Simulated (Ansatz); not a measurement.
A run of Ansatz 0.2.0:

input.yaml

```yaml
crystal:
  lattice:
    - [2.8549554371, 0.0, 0.0]
    - [-1.4274777185, 2.4724639352, 0.0]
    - [0.0, 0.0, 10.2217427273]
  atoms:
    - { symbol: Mn, position: [0.0, 0.0, 0.5], spin: 4.0 }
    - { symbol: Mn, position: [0.0, 0.0, 0.0], spin: 4.0 }
    - { symbol: O, position: [0.6666666667, 0.3333333333, 0.40685645] }
    - { symbol: O, position: [0.6666666667, 0.3333333333, 0.09314355] }
    - { symbol: O, position: [0.3333333333, 0.6666666667, 0.59314355] }
    - { symbol: O, position: [0.3333333333, 0.6666666667, 0.90685645] }
hamiltonian:
  xc: pbesol
  pseudopotentials: { kind: paw }
  hubbard: { sites: [{ species: Mn, l: d, u_eff: 6.0 }] }
magnetization:
  spin_polarized: true
kpoints:
  mp_grid: { grid: [11, 11, 3] }
scf:
  occupations: { method: fermi_dirac, width: 0.05 }
output:
  forces: true
  stress: true
  eigenvalues: true
  write_density: true
  write_potential: true
  elf: true
  volumetric_format: npy
relax:
  f_tol: 0.01
  max_steps: 40
  cell: { stress_tol: 0.05 }
```

Potentials or basis: Ansatz PAW.

Launch:

```console
$ ansatz run input.yaml --threads 2 --pin off --max-ram 5632MiB --backend cpu --events-out ev --progress --plain --runs-dir out
```

Hardware: 2 threads of Intel(R) Xeon(R) 6975P-C (Granite Rapids), with other jobs on the host.

Task: Estimate the wall time of this run.

Result: Run time: 86 s on 2 threads of Intel(R) Xeon(R) 6975P-C (Granite Rapids), with other jobs on the host, peak memory 0.6 GiB. Counts: scf iterations 211, plane waves 1585, k points 32, bands 38, ion steps 25.
